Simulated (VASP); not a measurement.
Set up this calculation in VASP 6.6.1, as the native input.

```yaml
Task: relaxation of cell and atoms
Functional: PBEsol
Potentials_or_basis: VASP PAW PBE potentials, release 64 (Ti_sv)
Cutoff: 600 eV
k_mesh: 18 × 18 × 18
Occupations: gaussian, width 0.1 eV
Spin: no spin polarisation
Dipole_correction: no
Further_INCAR_settings: ALGO = Fast; EDIFF = 1e-06; IBRION = 2; EDIFFG = -0.005; NSW = 100; ISIF = 3
```

The structure of Ti lies in POSCAR:

```
Ti
1.0
    0.0000000000      2.0300000000      2.0300000000
    2.0300000000      0.0000000000      2.0300000000
    2.0300000000      2.0300000000      0.0000000000
Ti
1
Direct
    0.0000000000      0.0000000000      0.0000000000
```

This isn't the form of Ti at room conditions, which is hcp.

The input as run:

INCAR

```
SYSTEM = Ti
PREC     = Accurate       ! precision mode
ENCUT    = 600            ! plane-wave cutoff, eV
EDIFF    = 1E-6           ! SCF threshold, eV
ISMEAR   = 0              ! smearing method
SIGMA    = 0.1            ! smearing width, eV
LREAL    = .FALSE.        ! projectors in reciprocal space
LASPH    = .TRUE.         ! aspherical terms in the spheres
NELM     = 100            ! most SCF steps
ALGO     = Fast           ! electronic algorithm
ISIF     = 3              ! what is computed and relaxed
LWAVE    = .FALSE.        ! write WAVECAR
LCHARG   = .FALSE.        ! write CHGCAR
GGA      = PS             ! functional
IBRION   = 2              ! ionic algorithm
NSW      = 100            ! ionic steps
EDIFFG   = -0.005         ! ionic threshold
```

KPOINTS

```
regular mesh
0
G
  18 18 18
  0 0 0
```

Potentials or basis: VASP PAW PBE potentials, release 64 (Ti_sv).

Command:

```console
$ cat potpaw_PBE.64/Ti_sv/POTCAR > POTCAR
$ mpirun -np 1 vasp_std > vasp.out
```

Results of the run:

```yaml
Relaxed_volume: 16.64 Å³/atom
Relaxed_cell: a = 2.866 Å, b = 2.866 Å, c = 2.866 Å, α = 60.00°, β = 60.00°, γ = 60.00°
Space_group_after_relaxing_to_0.05_Å: Fm-3m (No. 225)
Energy_gained_by_relaxing: 0.2 meV/atom
Ionic_steps: 8
Pressure_after_relaxing: 0.0 GPa
Band_gap_on_the_k_mesh: none (metal or under the smearing width)
```

Caveat: the PAW data sets were made with another functional, which shifts forces and pressure a little.

Wall time 3.5 min on 1 thread of Intel(R) Xeon(R) Platinum 8259CL CPU @ 2.50GHz (Skylake/Cascade Lake) (shared host), peak memory 0.18 GiB.
